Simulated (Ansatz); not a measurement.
**Y (P6_3/mmc)**

These are results of DFT PBE, scalar-relativistic, plane waves, PAW in Ansatz, not measurements.

Plane waves to 420 eV, a k mesh through Γ of 15×15×8 on the computed 2-atom cell and Gaussian smearing (0.10 eV); no spin polarisation.

The structure is relaxed at this level of theory with its symmetry kept.

```
Y
1.0
     3.65711    0.00000    0.00000
    -1.82855    3.16715    0.00000
     0.00000    0.00000    5.67407
Y
2
Direct
  0.33333 0.66667 0.25000
  0.66667 0.33333 0.75000
```

| Property | Result |
| --- | --- |
| Space group | P6_3/mmc (No. 194) |
| Volume per atom | 32.86 Å³ |
| Formation energy from the elements' standard states (uncorrected) | +0.001 eV/atom |
| Kohn–Sham band gap | none (metal) |
| Density of states at the Fermi level | 3.90 states/eV per cell |
| Löwdin character within 0.5 eV of the Fermi level | Y 4d 88 %, unprojected 5 % |
| Bulk modulus | 41 GPa |
| Its pressure derivative | 2.9 |